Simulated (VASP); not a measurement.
Runs of VASP 6.6.1 on Ni. The structure is cubic, space group Fm-3m (No. 225). Conventional cell: a = 3.475 Å, b = 3.475 Å, c = 3.475 Å, α = 90.00°, β = 90.00°, γ = 90.00°. Ni (site symmetry m-3m) has 12 Ni at 2.46 Å as nearest neighbours. 

| task | level | potentials or basis | cell | cutoff (eV) | smearing | gap on the mesh (eV) | pressure (GPa) | moment (μB) | relaxed volume (Å³/atom) |
| --- | --- | --- | --- | --- | --- | --- | --- | --- | --- |
| band structure | LDA | VASP PAW LDA potentials, release 64 (Ni) | as given | 520 | fermi-dirac 0.05 eV | - | -10.1 | 0.62 | - |
| band structure | PBEsol | VASP PAW PBE potentials, release 64 (Ni) | as given | 520 | fermi-dirac 0.05 eV | - | -2.4 | 0.62 | - |
| band structure | PBE | VASP PAW PBE potentials, release 64 (Ni) | as given | 520 | fermi-dirac 0.05 eV | - | 8.0 | 0.62 | - |
| single point | PBE | VASP PAW PBE potentials, release 64 (Ni) | as given | 520 | gaussian 0.022 eV | none | 7.5 | 0.62 | - |
| single point | PBE | VASP PAW PBE potentials, release 64 (Ni) | as given | 520 | gaussian 0.011 eV | none | (a) | 0.62 | - |
| relaxation of cell and atoms | LDA | VASP PAW LDA potentials, release 64 (Ni) | relaxed | 600 | fermi-dirac 0.05 eV | none | 0.1 | (c) | 10.02 |
| relaxation of cell and atoms | PBE | VASP PAW PBE potentials, release 64 (Ni) | relaxed | 600 | fermi-dirac 0.05 eV | none | 0.0 | 0.63 | 10.88 |
| relaxation of cell and atoms | PBEsol | VASP PAW PBE potentials, release 64 (Ni) | relaxed | 600 | fermi-dirac 0.05 eV | none | 0.0 | 0.62 | 10.38 |
| band structure | RPBE | VASP PAW PBE potentials, release 64 (Ni) | as given | 520 | fermi-dirac 0.05 eV | - | - | 0.62 | - |
| relaxation of cell and atoms | RPBE | VASP PAW PBE potentials, release 64 (Ni) | relaxed | 600 | fermi-dirac 0.05 eV | none | 0.0 | 0.63 | (b) |

Alike in all rows: spin collinear, ferromagnetic start; k mesh 13 × 13 × 13.

Problem. Fill in the values left out.

Solution. (a) 7.8; (b) 11.22; (c) 0.61.

Caveats: the PAW data sets were made with another functional, which shifts forces and pressure a little (some runs).

A gap of «none» marks a metal or a gap under the smearing width.
